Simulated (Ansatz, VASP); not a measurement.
**SiC in VASP and in Ansatz**

```xyz
2
Lattice="0.0000 2.1898 2.1898 2.1898 0.0000 2.1898 2.1898 2.1898 0.0000" Properties=species:S:1:pos:R:3 pbc="T T T"
Si    0.0000    0.0000    0.0000
C     3.2847    3.2847    3.2847
```

Alike in both runs: task single point; functional PBE; k mesh 10 × 10 × 10; occupations gaussian, width 0.05 eV; no spin polarisation.

|  | VASP | Ansatz |
| --- | --- | --- |
| version | VASP 6.6.1 | Ansatz 0.2.0 |
| potentials or method | VASP PAW PBE potentials, release 64 (Si, C) | scalar-relativistic, plane waves, PAW |
| plane-wave cutoff (eV) | 520 | 520 |
| valence electrons in the cell | 8 | 8 |

```tsv
	VASP	Ansatz	Ansatz less VASP
gap on the k mesh at the Fermi level (eV)	1.37	1.37	+0.003
least direct gap on the mesh (eV)	4.53	4.53	+0.008
pressure (GPa)	0.0	0.0	+0.04
```

A k mesh can miss the band edges. Expect the measured gap to be larger: semilocal functionals such as PBE lack the derivative discontinuity.
